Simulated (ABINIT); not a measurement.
The system is Ir.

```xyz
1
Lattice="0.0000 1.9156 1.9156 1.9156 0.0000 1.9156 1.9156 1.9156 0.0000" Properties=species:S:1:pos:R:3 pbc="T T T"
Ir    0.0000    0.0000    0.0000
```

Base run:

- Program: ABINIT 10.8.3 (patched build)
- Functional: RPBE
- Potentials or basis: JTH PAW PBE v2.0
- Cutoff: 435 eV
- k mesh: 12 × 12 × 12
- Occupations: fermi-dirac, width 0.05 eV
- Spin: no spin polarisation

Its results: band gap on the k mesh none (metal or under the smearing width); pressure 15.0 GPa.

Question: After a change of settings the same cell gave: band gap on the k mesh none (metal or under the smearing width); pressure -1.9 GPa. Which change was it?
A. functional from RPBE to PBE; potentials or basis from JTH PAW PBE v2.0 to PseudoDojo NC SR PBE v0.5 standard; cutoff from 435 eV to 925 eV; valence electrons from 15 to 17
B. functional from RPBE to PBE; potentials or basis from JTH PAW PBE v2.0 to PseudoDojo NC SR PBE v0.4.1 standard; cutoff from 435 eV to 925 eV; valence electrons from 15 to 17
C. functional from RPBE to PBE; k mesh from 12 × 12 × 12 to 10 × 10 × 10
D. functional from RPBE to HCTH407; spin from no spin polarisation to spin-orbit coupling, no magnetisation

Answer: D.

Caveats: the PAW data sets were made with another functional, which shifts forces and pressure a little; spin-orbit coupling is left out, which moves the levels of the heavy elements (some runs).
